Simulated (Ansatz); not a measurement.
Write a Python script for Ansatz 0.2.0 through its Python package that makes a point defect in a supercell of HfN, space group P6_3/mmc. Use (first run): PBEsol, PAW, the default cutoff (420 eV here), 3×3×3 k-points, cold smearing of 0.3 eV, D3BJ dispersion.

```
CELL_PARAMETERS angstrom
3.13391 0.00000 0.00000
-1.56695 2.71404 0.00000
0.00000 0.00000 5.41677
ATOMIC_POSITIONS crystal
Hf 0.66667 0.33333 0.75000
Hf 0.33333 0.66667 0.25000
N 0.00000 0.00000 0.00000
N 0.00000 0.00000 0.50000
```

`hfn.py`:
```python
"""A vacancy in a supercell of HfN, against the perfect cell."""

import warnings

import ansatz as az
from ase import Atoms
import numpy as np

KGRID = (3, 3, 3)
OCCUPATIONS = "cold"
XC = "PBEsol"
DISPERSION = "d3bj"

warnings.simplefilter("ignore", az.DeckWarning)

atoms = Atoms(
    ["Hf", "Hf", "N", "N"],
    scaled_positions=[
        (2 / 3, 1 / 3, 0.75),
        (1 / 3, 2 / 3, 0.25),
        (0.0, 0.0, 0.0),
        (0.0, 0.0, 0.5),
    ],
    cell=[
        (3.13391, 0.0, 0.0),
        (-1.56695, 2.71404, 0.0),
        (0.0, 0.0, 5.41677),
    ],
    pbc=True,
)
structure = az.Crystal.from_ase(atoms)
host = structure.supercell(2, 2, 1)
defective = host.vacancy("N", at=(0.0, 0.0, 0.0))

def with_settings(structure):
    return (
        structure.calculation()
        .accuracy("low")
        .kpoints(*KGRID, center="gamma")
        .occupations(OCCUPATIONS, width=300 * az.meV)
        .functional(XC, dispersion=DISPERSION)
        .band_table()
    )


perfect = with_settings(host).run(threads=1).report
base = with_settings(defective).forces()
outcome = base.run(threads=1)
rep = outcome.report

n_host, n_defect = len(perfect["lattice"]["sites"]), len(rep["lattice"]["sites"])
print(f"perfect cell: {n_host} atoms, F = {perfect['free_energy_ev']:.4f} eV")
print(f"defect cell:  {n_defect} atoms, F = {rep['free_energy_ev']:.4f} eV")
# chemical potentials are still to be added to this difference
print(f"difference {rep['free_energy_ev'] - perfect['free_energy_ev']:.4f} eV (no chemical potentials)")

for label, run in (("perfect", perfect), ("defect", rep)):
    levels, filled = np.array(run["eigenvalues_ev"][0]), np.array(run["occupations"][0])
    top = int(np.argmin(np.abs(levels - run["fermi_energy_ev"])))
    window = slice(max(top - 3, 0), top + 4)
    print(label, "levels near E_F at the first k-point:", ", ".join(f"{e - run['fermi_energy_ev']:.2f} ({f:.2f})" for e, f in zip(levels[window], filled[window])))
```

```console
$ python hfn.py
perfect cell: 16 atoms, F = -127847.8554 eV
defect cell:  15 atoms, F = -127465.3600 eV
difference 382.4954 eV (no chemical potentials)
perfect levels near E_F at the first k-point: -2.58 (2.00), -1.85 (2.00), -0.84 (2.01), 0.50 (0.00), 0.50 (0.00), 0.90 (0.00), 1.63 (0.00)
defect levels near E_F at the first k-point: -2.43 (2.00), -2.31 (2.00), -1.86 (2.00), -0.43 (2.17), 0.89 (0.00), 0.89 (0.00), 1.34 (0.00)
```

Notes:
- The settings weren't tested for convergence.
- No spin polarisation was allowed.
- The computed bands are complete only to about 4.7 eV above the Fermi level.
- Dispersion corrections can be off by several per cent in the lattices of metals, and by several GPa in the pressure at a fixed cell.
- For a metal this k-point mesh is coarse: on a finer one energies can move by several to tens of meV an atom and pressures by half a GPa or more, differences at one mesh by less.
- The atoms stand at ideal sites; relaxing them can change energy and levels by an eV or more.
- The difference holds no chemical potentials.
- Errors of mesh and smearing per atom add up over the supercell, so the energy can be off by tenths of an eV.
- Each cell's levels count from its own Fermi level and aren't aligned; one k-point can hide that the defect cell is metallic.
- This cell is a computed structure, which may not be the phase found in nature.
- Gaps and levels are Kohn-Sham values on a finite set of k-points, without spin-orbit coupling.
- The supercell is small, so the defect meets its images and the energies aren't those of an isolated defect; a partly filled defect level may also lower its energy by spin or distortion. For a charged cell the difference holds no correction, alignment or term for the electrons' reservoir.
- By the engine's processor time: 12 s on 1 thread of Intel(R) Xeon(R) Processor @ 2.30GHz, with other jobs on the host, peak memory 0.75 GiB.
